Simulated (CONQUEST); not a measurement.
**Sn in CONQUEST: convergence with smearing width**

The system is Sn.

```
Sn
1.0
     3.19860    0.00000    0.00000
     0.00000    5.88028    0.00000
     0.00000    0.00000    5.88028
Sn
4
Direct
  0.49270 0.50357 0.50147
  0.99270 0.00357 0.00147
  0.24982 0.00101 0.49660
  0.74982 0.50101 0.99660
```

The cell isn't the ideal one: atoms moved at random.

- Program: CONQUEST 1.3
- Task: convergence study
- Functional: LDA
- Potentials or basis: PseudoDojo NC LDA, SZP, grid cutoff 120 Ha
- k mesh: 8 × 5 × 5
- Occupations: methfessel-paxton, width 0.4 eV
- Spin: no spin polarisation

These are the settings of the first run; the series varies smearing width, with any setting tied to it.

Hardware: 1 thread of Intel(R) Xeon(R) CPU @ 2.60GHz (Ice Lake), with other jobs on the host.

**Question.** The values tried are 0.4 eV, 0.3 eV, 0.2 eV, 0.1 eV, 0.05 eV, 0.025 eV, 0.01 eV, 0.005 eV, loosest first. From which on does the largest force stay within 0.005 eV/Å of the tightest run that finished?

**Answer.** From 0.025 eV on.

```tsv
smearing width	energy less the tightest run (meV/atom)	pressure (GPa)	largest force (eV/Å)	SCF cycles	CPU time (s)	peak memory (GiB)
0.4 eV	-1.13	-1.58	0.134	5	31	0.65
0.3 eV	-0.40	-1.58	0.129	5	31	0.66
0.2 eV	0.06	-1.60	0.120	5	32	0.65
0.1 eV	0.22	-1.62	0.108	5	32	0.65
0.05 eV	0.04	-1.63	0.106	5	32	0.65
0.025 eV	0.01	-1.61	0.109	5	32	0.65
0.01 eV	0.00	-1.60	0.113	5	33	0.65
0.005 eV	0.00	-1.60	0.113	5	34	0.65
```

Against the tightest run, the energy stays within 1 meV/atom from 0.3 eV on; the pressure stays within 0.1 GPa from 0.4 eV on. Narrower smearing needs a denser k mesh, so at a fixed mesh the narrowest width isn't the most accurate. The tightest run that finished is the yardstick and may itself not be fully converged.

Caveat, for the tightest run too: the atomic basis is small; the basis of atomic orbitals isn't converged, which shifts pressures, moduli and gaps.
